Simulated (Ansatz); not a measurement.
Base system: ZnTe in the zinc blende structure (space group F-43m, No. 216; a = 6.0658 Å). Axes: x, y, z lie along the cube axes.

The values are results of PBEsol/PAW in Ansatz (an electronic-structure program), no spin-orbit coupling, earlier PAW set, not measurements.

Base values:

| Quantity | Result |
|---|---|
| Band gap | 1.23 eV |
| Volume per atom | 27.90 Å³ |

It is then changed as follows: compressive biaxial strain of 2.35 % in the plane normal to [111], as in epitaxy on a mismatched substrate; the out-of-plane cell vector and the atoms relax.

Question: What happens to the band gap and volume per atom?

Answer: The band gap increases by 0.03 eV to 1.26 eV; the volume per atom decreases by 0.90 Å³ to 27.00 Å³.

Spin-orbit coupling, missing from the scalar runs, can matter with Te. No phonon test of stability was made.
